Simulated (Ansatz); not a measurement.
# BaO: pressure against volume scale

Periodic Kohn-Sham DFT of a crystal at fixed atoms, scaled to volume_scale times the given cell; pressure positive in compression, energy less spherical unpolarised free atoms, largest_vzz the field gradient of largest size among the nuclei. The results are calculated, by Ansatz 0.2.0.

The cell before it is scaled or strained (space group Fm-3m, No. 225):
```
BaO
1.0
      0.0000     2.7500     2.7500
      2.7500     0.0000     2.7500
      2.7500     2.7500     0.0000
Ba O
1 1
Direct
  0.00000 0.00000 0.00000
  0.50000 0.50000 0.50000
```

Settings of every row: method all-electron PAW; functional LDA; relativity scalar; k mesh 8x8x8; filling fermi-dirac; smearing width 0.02 eV; nucleus gaussian.

Atom start moment: 0 on all atoms.

Limits: no spin-orbit coupling on heavy atoms.

| row | volume scale | V (Å³/atom) | pressure (GPa) |
| --- | --- | --- | --- |
| 1 | 0.94 | 19.549 | 2.347 |
| 2 | 0.9405 | 19.559 | 2.296 |
| 3 | 0.96 | 19.965 | ? |
| 4 | 0.98 | 20.381 | -1.316 |
| 5 | 0.99 | 20.589 | -2.107 |
| 6 | 1 | 20.797 | -2.853 |
| 7 | 1.01 | 21.005 | -3.557 |
| 8 | 1.02 | 21.213 | -4.221 |
| 9 | 1.04 | 21.629 | -5.439 |
| 10 | 1.06 | 22.045 | -6.521 |

Question: what pressure should row 3 give?

Worked fit of pressure. Take u = (V_r/V)^(2/3) − 1 with V_r = 20.797 Å³ an atom, which is twice the finite (Eulerian) strain; such expansions in the strain, on which the Birch-Murnaghan equation of state is built, carry the rest volume and the bulk modulus. The shown rows have u = 0.04212, 0.04176, 0.01356, 0.00672, 0, -0.00661, -0.01312, -0.02581, -0.03811. Least squares give pressure = −2.8529 + 108.707 × u + 337.71 × u² + 287 × u³ GPa; a parabola predicts inner rows, each left out in turn, worse (root mean square 0.004 against 0.00064 GPa). The rows lie off it by 0.001, -0.001, 0.000, 0.000, 0.000, 0.000, 0.001, 0.000, 0.000. The pressure vanishes at u = 0.0244, or V = 20.06 Å³ an atom, and there the bulk modulus at fixed shape and fractions is B = −V dP/dV = (2/3)(1 + u) dP/du = 85.8 GPa. The withheld row has u = 0.02759, so the fit gives −2.8529 + 108.707 × (0.02759) + 337.71 × (0.02759)² + 287 × (0.02759)³ = 0.409 GPa.

The calculation gave 0.409 GPa. The fit meets it to the printed digit.
